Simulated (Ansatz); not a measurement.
## Nb: enthalpy against pressure

Nb, Im-3m, a = 3.272 Å. Ansatz: PBEsol, PAW, 420 eV, Γ-centred 18×18×18 mesh on 1 atom, Gaussian smearing 0.10 eV; no spin polarisation. Cell and atoms are relaxed at each pressure, and no other structure is tried, so the rows at high pressure may lie past a change of phase. y is the enthalpy over the state at zero pressure; there V0 = 17.517 Å³/atom. The pressures are the targets, met within 0.07 GPa.

```tsv
P (GPa)	y (eV/atom)
-3.0	-0.3308
0.0	0.0000
3.0	0.3253
8.0	0.8564
15.0	?
30.0	3.0565
60.0	5.8071
```

Problem. Fit y = c1 P + c2 P² + c3 P³ to the other rows, say what c1 and c2 mean, and predict the missing value.

Solution. Least squares on the rows shown. y = 0.10928 P − 0.00028485 P² + 1.2772×10⁻⁶ P³. Since dH/dP = V, c1 is V0: 0.10928 eV/GPa × 160.2 = 17.507 Å³ against 17.517; c2 = −V0/(2B0) gives B0 = 192 GPa, where a Birch–Murnaghan fit to the volumes of the same runs (not shown) gives 179 GPa: a cubic over this range folds the higher terms into c2. At P = 15.0 the fit asked for gives 1.5794 eV/atom. The run gave 1.5788 eV/atom, so the fit is 0.0006 eV/atom too high, a small miss on the scale of the series.

The mesh isn't the same in all rows (18×18×18, 20×20×20).